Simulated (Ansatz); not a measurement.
**ZnTe, response to strain**

Start from ZnTe in the zinc blende structure (space group F-43m, No. 216).

```
CELL_PARAMETERS angstrom
      0.00000     3.03285     3.03285
      3.03285     0.00000     3.03285
      3.03285     3.03285     0.00000
ATOMIC_POSITIONS crystal
  Te 0.75000 0.75000 0.75000
  Zn 0.00000 0.00000 0.00000
```

Cartesian axes are those of the cell as printed.

Strains are applied to the cell and any free atomic positions relax; under biaxial strain the out-of-plane vector relaxes too.

The values are results of Kohn–Sham DFT with the PBEsol functional, run in Ansatz (a quantum-chemistry and plane-wave program) with PAW and 420 eV plane waves, no spin-orbit coupling, not measurements.

Notes on the quantities. energy relative to the base: free energy F; pressure: mean of the normal stresses, compression positive.

```json
[
 {"change": "base", "shortest interatomic distance": "2.627 Å", "band gap": "1.24 eV", "energy relative to the base": "0 meV/atom", "pressure": "0.00 GPa"},
 {"change": "biaxial strain +1.06 %, plane normal [001], relaxed out of plane", "shortest interatomic distance": "2.635 Å", "band gap": "1.14 eV", "energy relative to the base": "+1.3 meV/atom", "pressure": "-0.45 GPa"},
 {"change": "biaxial strain +2.56 %, plane normal [001], relaxed out of plane", "shortest interatomic distance": "2.647 Å", "band gap": "1.00 eV", "energy relative to the base": "+7.1 meV/atom", "pressure": "-1.04 GPa"},
 {"change": "biaxial strain −2.08 %, plane normal [110], relaxed out of plane", "shortest interatomic distance": "2.596 Å", "band gap": "1.24 eV", "energy relative to the base": "+7.4 meV/atom", "pressure": "1.37 GPa"},
 {"change": "biaxial strain +1.93 %, plane normal [110], relaxed out of plane", "shortest interatomic distance": "2.640 Å", "band gap": "0.98 eV", "energy relative to the base": "+6.1 meV/atom", "pressure": "-1.21 GPa"},
 {"change": "biaxial strain −2.46 %, plane normal [111], relaxed out of plane", "shortest interatomic distance": "2.592 Å", "band gap": "1.26 eV", "energy relative to the base": "+12 meV/atom", "pressure": "1.85 GPa"},
 {"change": "isotropic strain +0.78 %", "shortest interatomic distance": "2.647 Å", "band gap": "1.13 eV", "energy relative to the base": "+2.3 meV/atom", "pressure": "-1.11 GPa"},
 {"change": "isotropic strain +2.12 %", "shortest interatomic distance": "2.682 Å", "band gap": "0.95 eV", "energy relative to the base": "+16 meV/atom", "pressure": "-2.73 GPa"},
 {"change": "uniaxial strain ε_xx = −2.72 %", "shortest interatomic distance": "2.603 Å", "band gap": "1.30 eV", "energy relative to the base": "+4.7 meV/atom", "pressure": "1.47 GPa"},
 {"change": "tensor shear ε_yz = +0.73 %", "shortest interatomic distance": "2.623 Å", "band gap": "1.19 eV", "energy relative to the base": "+0.6 meV/atom", "pressure": "0.01 GPa"}
]
```

A biaxial case was relaxed in a doubled cell and then solved in the primitive one. With Te present, leaving out spin-orbit coupling can change the band edges. No phonon test of stability was made.
